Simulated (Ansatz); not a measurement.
**Ag in Ansatz: convergence with k mesh**

Input of the first run (k mesh 2 × 2 × 2); the others differ in this setting and in those tied to it:

Contents of input.yaml:

```yaml
crystal:
  lattice:
    - [-1.655654, 1.655654, 1.655654]
    - [1.655654, -1.655654, 1.655654]
    - [1.655654, 1.655654, -1.655654]
  atoms:
    - { symbol: Ag, position: [0.0, 0.0, 0.0] }
kpoints:
  mp_grid: { grid: [2, 2, 2] }
scf:
  occupations: { method: fermi_dirac, width: 0.05 }
hamiltonian:
  xc: pbesol
  pseudopotentials: { kind: all_electron, lapw: { basis_error: 0.001 } }
output:
  forces: true
  stress: true
  eigenvalues: true
```

Potentials or basis: all-electron LAPW, scalar-relativistic.

Run with:

```bash
$ ansatz run input.yaml --threads 1 --pin off --max-ram 3072MiB --backend cpu --events-out ev --progress --plain --runs-dir out
```

This isn't the form of Ag at room conditions, which is fcc.

Hardware: 1 thread of Intel(R) Xeon(R) Processor @ 2.50GHz (Skylake/Cascade Lake) (shared host).

```
      k mesh  energy less the tightest run, at zero smearing (meV/atom)  pressure (GPa)  SCF cycles  CPU time (s)  peak memory (GiB)
   2 × 2 × 2                                                    2074.56           13.09           6           1.7               0.23
   4 × 4 × 4                                                     273.74           -8.05           7           2.9               0.24
   6 × 6 × 6                                                      85.73           -7.23           6           3.5               0.24
   7 × 7 × 7                                                     -18.95           -7.24           6           3.2               0.25
   9 × 9 × 9                                                     -16.48           -7.25           6           6.5               0.26
11 × 11 × 11                                                     -14.62           -7.29           6           7.8               0.27
13 × 13 × 13                                                     -10.79           -7.34           6            12               0.29
16 × 16 × 16                                                       0.00           -7.13           8            19               0.34
```

Not settled before the last step: the energy (to 1 meV/atom), the pressure (to 0.1 GPa). Meshes of other sizes hit other points, so gaps and Fermi surfaces needn't settle smoothly. The tightest run that finished is the yardstick and may itself not be fully converged.
